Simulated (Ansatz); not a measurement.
This WS2 structure is the end of a relaxation. It was relaxed at this level from a Materials Project cell.

All numbers below come from DFT PBE, scalar-relativistic, plane waves, PAW in Ansatz. Cutoff 420 eV, Γ-centred mesh, Gaussian smearing, no spin polarisation.

```yaml
crystal:
  lattice:
    - [3.18852, 0.00000, 0.00000]
    - [-1.59426, 2.76134, 0.00000]
    - [0.00000, 0.00000, 16.95067]
  atoms:
    - { symbol: W, position: [0.33333, 0.66667, 0.00000] }
    - { symbol: S, position: [0.66667, 0.33333, 0.90732] }
    - { symbol: S, position: [0.66667, 0.33333, 0.09268] }
```

Formation energies are uncorrected and refer to the elements' standard structures at the same level.

(1) What space group does it have?

(2) How far does it lie from the elements in energy?

(3) Is it a metal?

Results:

(1) P-6m2 (No. 187). Conventional cell: a = 3.189 Å, c = 16.951 Å. W is surrounded by 6 S at 2.42 Å; S is surrounded by 3 W at 2.42 Å.

(2) −0.831 eV/atom. It lies below the elements, which doesn't yet make it stable against other compounds or structures.

(3) No, the gap on the 12×12×2 mesh is 1.81 eV.

The last run used a 12×12×2 mesh (in the run's order of axes) for its 3-atom cell and Gaussian smearing of 0.02 eV. Weakly bound directions are ill-defined at this level, which has no dispersion term. These runs have no spin–orbit coupling, which can matter for W. Kohn–Sham gaps at this level usually fall short of measured ones. The reference form of S is held partly by dispersion forces, which this level lacks. Symmetry constrained the relaxation, so the result can be a saddle point.
